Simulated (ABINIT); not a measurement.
## Quasiparticle gap of AgBr (Bromargyrite) in ABINIT

Aim: the G0W0 gap of AgBr (Bromargyrite) on PBE, step by step.

Program: ABINIT 10.8.3. Level of theory: PBE and many-body steps on it, plane waves. Results are calculated unless marked as measured.

This is a report of a sequence of runs, with most program output left out.

### Step 1. Starting point

Symmetry: Fm-3m, No. 225, cubic system. The conventional cell has a = 5.774 Å, b = 5.774 Å, c = 5.774 Å, α = 90.00°, β = 90.00°, γ = 90.00°. Nearest to Ag lie 6 Br at 2.89 Å. Nearest to Br lie 6 Ag at 2.89 Å. Farther neighbours and most contacts between anions are not listed.

The cell and positions come from the Crystallography Open Database and are kept as given unless a step says otherwise.

### Step 2. Ground state

This step: ABINIT 10.8.3; DFT, PBE, plane waves, norm-conserving pseudopotentials.

The ground-state density comes first.

run.abi

```
acell 3*1.0 Angstrom
rprim 
  0.000000000000 2.887250000000 2.887250000000
  2.887250000000 0.000000000000 2.887250000000
  2.887250000000 2.887250000000 0.000000000000
ntypat 2
znucl 47 35
natom 2
typat 1 2
xred 
  0.000000000000 0.000000000000 0.000000000000
  0.500000000000 0.500000000000 0.500000000000
pp_dirpath "pseudos"
pseudos "Ag.upf, Br.upf"
ecut 37
ngkpt 6 6 6
nshiftk 1
shiftk 0 0 0
kptopt 1
chksymbreak 0
nband 18
occopt 1
tolvrs 1e-10
nstep 60
prtwf 0
optforces 0
optstress 0
indata_prefix "in"
outdata_prefix "out"
tmpdata_prefix "tmp"
```

Run with:

```sh
$ OMP_NUM_THREADS=1 mpirun -n 4 abinit run.abi > log
```

Elapsed: 12 s, on 4 MPI ranks of Arm Neoverse V1, shared host; peak memory 0.32 GiB; 49 s of CPU time.

Numbers from this step:

```
total energy               : -4647.0178 eV
gap                        : 0.6762 eV
k of the valence top       : 0.5, 0, 0
k of the conduction bottom : 0, 0, 0
least direct gap           : 2.544 eV
```

The gap is indirect, with the least direct gap 1.87 eV higher.

### Step 3. Bands along the symmetry lines

The cheap functional maps the bands first; the places of the edges decide which points the dearer methods must see.

run.abi

```
acell 3*1.0 Angstrom
rprim 
  0.000000000000 2.887250000000 2.887250000000
  2.887250000000 0.000000000000 2.887250000000
  2.887250000000 2.887250000000 0.000000000000
ntypat 2
znucl 47 35
natom 2
typat 1 2
xred 
  0.000000000000 0.000000000000 0.000000000000
  0.500000000000 0.500000000000 0.500000000000
pp_dirpath "pseudos"
pseudos "Ag.upf, Br.upf"
ecut 37
iscf -2
irdden 1
kptopt 0
nkpt 50
kpt 
  0.00000000 0.00000000 0.00000000
  0.06250000 0.00000000 0.06250000
  0.12500000 0.00000000 0.12500000
  0.18750000 0.00000000 0.18750000
  0.25000000 0.00000000 0.25000000
  0.31250000 0.00000000 0.31250000
  0.37500000 0.00000000 0.37500000
  0.43750000 0.00000000 0.43750000
  0.50000000 0.00000000 0.50000000
  0.51562500 0.03125000 0.51562500
  0.53125000 0.06250000 0.53125000
  0.54687500 0.09375000 0.54687500
  0.56250000 0.12500000 0.56250000
  0.57812500 0.15625000 0.57812500
  0.59375000 0.18750000 0.59375000
  0.60937500 0.21875000 0.60937500
  0.62500000 0.25000000 0.62500000
  0.37500000 0.37500000 0.75000000
  0.32812500 0.32812500 0.65625000
  0.28125000 0.28125000 0.56250000
  0.23437500 0.23437500 0.46875000
  0.18750000 0.18750000 0.37500000
  0.14062500 0.14062500 0.28125000
  0.09375000 0.09375000 0.18750000
  0.04687500 0.04687500 0.09375000
  0.00000000 0.00000000 0.00000000
  0.06250000 0.06250000 0.06250000
  0.12500000 0.12500000 0.12500000
  0.18750000 0.18750000 0.18750000
  0.25000000 0.25000000 0.25000000
  0.31250000 0.31250000 0.31250000
  0.37500000 0.37500000 0.37500000
  0.43750000 0.43750000 0.43750000
  0.50000000 0.50000000 0.50000000
  0.50000000 0.46875000 0.53125000
  0.50000000 0.43750000 0.56250000
  0.50000000 0.40625000 0.59375000
  0.50000000 0.37500000 0.62500000
  0.50000000 0.34375000 0.65625000
  0.50000000 0.31250000 0.68750000
  0.50000000 0.28125000 0.71875000
  0.50000000 0.25000000 0.75000000
  0.50000000 0.21875000 0.71875000
  0.50000000 0.18750000 0.68750000
  0.50000000 0.15625000 0.65625000
  0.50000000 0.12500000 0.62500000
  0.50000000 0.09375000 0.59375000
  0.50000000 0.06250000 0.56250000
  0.50000000 0.03125000 0.53125000
  0.50000000 0.00000000 0.50000000
istwfk *1
nband 20
nbdbuf 2
tolwfr 1e-08
nstep 40
prtwf 0
prtvol 0
indata_prefix "in"
outdata_prefix "out"
tmpdata_prefix "tmp"
```

Elapsed: 18 s, on 4 MPI ranks; peak memory 0.31 GiB; 71 s of CPU time.

Numbers from this step:

```
gap                        : 0.6762 eV
k of the valence top       : 0.5, 0.5, 0.5
k of the conduction bottom : 0, 0, 0
least direct gap           : 2.544 eV
```

The gap is 0.676 eV, as in the run before at this level.

The electronic bands at the labelled points (eV, zero at the top of the highest filled band):

| point | band 10 | band 11 | band 12 | band 13 | band 14 | band 15 | band 16 | band 17 |
| --- | --- | --- | --- | --- | --- | --- | --- | --- |
| Γ | -2.72 | -1.87 | -1.87 | -1.87 | 0.68 | 9.93 | 9.93 | 9.93 |
| halfway | -2.64 | -1.81 | -1.81 | -1.60 | 3.25 | 6.69 | 7.86 | 9.48 |
| X | -2.57 | -2.33 | -2.33 | -2.24 | 1.64 | 7.09 | 9.00 | 10.97 |
| halfway | -2.34 | -2.28 | -2.08 | -1.93 | 2.05 | 7.09 | 8.75 | 10.34 |
| U | -2.38 | -2.16 | -1.97 | -1.17 | 2.98 | 6.84 | 8.21 | 9.15 |
| jump to K | -2.38 | -2.16 | -1.97 | -1.17 | 2.98 | 6.84 | 8.21 | 9.15 |
| halfway | -2.49 | -2.00 | -1.74 | -0.20 | 3.75 | 6.49 | 7.50 | 7.83 |
| Γ | -2.72 | -1.87 | -1.87 | -1.87 | 0.68 | 9.93 | 9.93 | 9.93 |
| halfway | -2.58 | -2.25 | -0.74 | -0.74 | 2.86 | 7.17 | 8.25 | 8.25 |
| L | -2.43 | -2.10 | 0.00 | 0.00 | 3.79 | 6.49 | 6.81 | 6.81 |
| halfway | -2.42 | -2.14 | -1.17 | -0.59 | 4.48 | 5.27 | 7.84 | 7.90 |
| W | -2.32 | -2.23 | -2.23 | -1.48 | 3.76 | 7.15 | 7.68 | 7.68 |
| halfway | -2.33 | -2.33 | -2.27 | -1.72 | 2.47 | 7.18 | 8.53 | 9.07 |
| X | -2.57 | -2.33 | -2.33 | -2.24 | 1.64 | 7.09 | 9.00 | 10.97 |

### Step 4. Empty states on the mesh, 4×4×4 mesh, 99 bands

The sums over transitions need many empty states on a uniform mesh; this step solves for them.

run.abi

```
acell 3*1.0 Angstrom
rprim 
  0.000000000000 2.887250000000 2.887250000000
  2.887250000000 0.000000000000 2.887250000000
  2.887250000000 2.887250000000 0.000000000000
ntypat 2
znucl 47 35
natom 2
typat 1 2
xred 
  0.000000000000 0.000000000000 0.000000000000
  0.500000000000 0.500000000000 0.500000000000
pp_dirpath "pseudos"
pseudos "Ag.upf, Br.upf"
ecut 37
ngkpt 4 4 4
nshiftk 1
shiftk 0 0 0
kptopt 1
chksymbreak 0
irdden 1
istwfk *1
nband 99
prtvol 0
optdriver 6
gwr_task "HDIAGO"
paral_kgb 0
occopt 1
indata_prefix "in"
outdata_prefix "out"
tmpdata_prefix "tmp"
```

The job ended after 68 s (4 MPI ranks; peak memory 2.8 GiB).

Numbers from this step:

- gap: 0.6764 eV
- k of the valence top: 0.5, 0, 0
- k of the conduction bottom: 0, 0, 0
- least direct gap: 2.544 eV
- k points computed: 8
- lowest point of the top converged band, above the valence top: 72.4333 eV

On this mesh the gap is 0.676 eV.

### Step 5. Screening, 4×4×4 mesh, 91 bands, screening to 136.1 eV

The RPA dielectric matrix is built and inverted for each q.

This step: RPA screening on PBE, plane waves, norm-conserving pseudopotentials.

Changes to run.abi since step 4:

```diff
@@ -20,10 +20,11 @@
 chksymbreak 0
-irdden 1
 istwfk *1
-nband 99
-prtvol 0
-optdriver 6
-gwr_task "HDIAGO"
-paral_kgb 0
 occopt 1
+irdwfk 1
+optdriver 3
+nband 91
+ecuteps 5
+inclvkb 2
+awtr 1
+symchi 1
 indata_prefix "in"
```

It took 25 s on 4 MPI ranks; peak memory 0.83 GiB.

This step gave:

```yaml
eps_infinity_with_local_fields_on_this_mesh_along_the_program_s_q_direction: 6.731
the_same_without_local_fields: 7.266
plasma_frequency: 27.29 eV
plane_waves_in_the_screening_matrix: 169
```

Local fields lower ε∞ by 7 %. On a Γ-centred mesh this coarse the value itself is usually too large, while a short band sum pulls it down.

### Step 6. Self-energy, 4×4×4 mesh, 91 bands, screening to 136.1 eV

The self-energy is evaluated for the states that the input lists, and the levels follow from it, in one-shot runs by the linearised quasiparticle equation.

This step: G0W0 on PBE, plane waves, norm-conserving pseudopotentials.

Changes to run.abi since step 5:

```diff
@@ -23,8 +23,17 @@
 irdwfk 1
-optdriver 3
+optdriver 4
 nband 91
+gwcalctyp 0
+ecutsigx 37
+symsigma 1
+nkptgw 2
+kptgw 
+  0.5000000000 0.0000000000 0.0000000000
+  0.0000000000 0.0000000000 0.0000000000
+bdgw 
+  12 15
+  11 17
 ecuteps 5
-inclvkb 2
-awtr 1
-symchi 1
+irdscr 1
+ppmodel 1
 indata_prefix "in"
```

Wall time 7.3 s (4 MPI ranks); peak memory 0.81 GiB.

Numbers from this step:

```yaml
g0w0_gap_on_the_points_computed: 1.591 eV
starting_gap_on_the_mesh: 0.6764 eV
k_of_the_valence_top: 0.5, 0, 0
k_of_the_conduction_bottom: 0, 0, 0
z_at_the_valence_top: 0.798
z_at_the_conduction_bottom: 0.826
least_direct_g0w0_gap_on_the_computed_points: 3.645 eV
```

The gap on the mesh goes from 0.68 eV to 1.59 eV, a correction of +0.91 eV.

Limits: finite bands, cutoff and mesh; d shell near the gap, gap tends to lie low; no spin-orbit coupling; coarse k mesh. v1 is the top filled band, c1 the lowest empty one. The levels before and after the correction (eV, zero at the valence-band top of each column):

|  | conduction bottom | valence top |
| --- | --- | --- |
| Kohn-Sham | 0.68 | 0.00 |
| G0W0 | 1.59 | 0.00 |

|  | level | energy (eV) |
| --- | --- | --- |
| Kohn-Sham | (0.5 0 0) v2-v1 | 0.000 |
| Kohn-Sham | (0.5 0 0) c1 | 3.789 |
| Kohn-Sham | (0.5 0 0) c2 | 6.489 |
| Kohn-Sham | Γ v3-v1 | -1.868 |
| Kohn-Sham | Γ c1 | 0.676 |
| Kohn-Sham | Γ c2-c4 | 9.932 |
| G0W0 | (0.5 0 0) v2-v1 | 0.000 |
| G0W0 | (0.5 0 0) c1 | 4.517 |
| G0W0 | (0.5 0 0) c2 | 7.936 |
| G0W0 | Γ v3-v1 | -2.054 |
| G0W0 | Γ c1 | 1.591 |
| G0W0 | Γ c2-c4 | 11.000 |

### Step 7. Where the time went

Times are wall times on 4 MPI ranks of Arm Neoverse V1, shared host, good to a factor of about two.

| step | time | share | memory (GiB) |
| --- | --- | --- | --- |
| ground state | 12 s | 9 % | 0.32 |
| bands along the symmetry lines | 18 s | 14 % | 0.31 |
| empty states on the mesh | 68 s | 52 % | 2.8 |
| screening | 25 s | 19 % | 0.83 |
| self-energy | 7.3 s | 6 % | 0.81 |

### Step 8. Results

* PBE gap: 0.68 eV, indirect
* G0W0 gap on the mesh: 1.59 eV
* GW settings: 4×4×4 mesh, 91 bands, screening to 136.1 eV, Godby-Needs plasmon pole
* known limits: not at the basis limit; d shell near the gap, gap tends to lie low; no spin-orbit coupling; coarse k mesh

**Reading.** G0W0 moves the gap on the mesh from 0.68 eV to 1.59 eV (+0.91 eV), with Z of 0.80 and 0.83 at the edges. Local fields lower the RPA ε∞ on this mesh from 7.27 to 6.73; a Γ-centred mesh this coarse tends to raise both, most where the direct gap is narrow, while a short band sum lowers them. Only 2 of the mesh's irreducible points were corrected, so a valley elsewhere could overtake. The dearest step here is «empty states on the mesh». Bands and cutoff are finite, so the gap is not at the basis limit. The miss can reach some tenths of an eV and take either sign; the mesh is an error of its own. In the G0W0 run levels were corrected at 2 k points alone, so a gap called «on the mesh» is the least over those, and an edge elsewhere would be missed. The 4×4×4 mesh is coarse for this cell, which bears on the long-range parts of exchange and screening. A d shell, filled or nearly so, lies near the gap. One-shot GW converges very slowly in bands there, not always from below, and on a semilocal start the gap tends to come out low; starts rich in exact exchange can overshoot instead. The many-body steps are scalar-relativistic: spin-orbit coupling is not in them.

[Paths, hosts, dates, memory and timing lines, banners, echoed tables and standing remarks are left out of the program output.]

[Logs are printed without paths, hosts, clocks, repeated set-up lines and the standing remarks that a program may print on its own settings, such as how far it seeks lower states.]

[Runs of the session that timed out or met a known fault of the program may be left out.]

[Hosts, paths, dates, database ids (printed as entryN), source tags and the programs' standing remarks are cut or masked in the printed files.]

[G0W0 gaps are taken among the corrected bands and points alone; a level outside them can change the order at an edge.]

[Where Ansatz stands beside ABINIT at settings called matched, ABINIT's density can come from a denser mesh and the files from another edition; pairs whose starting gaps differed by over 0.03 eV were left out, so agreement reads better than it is.]
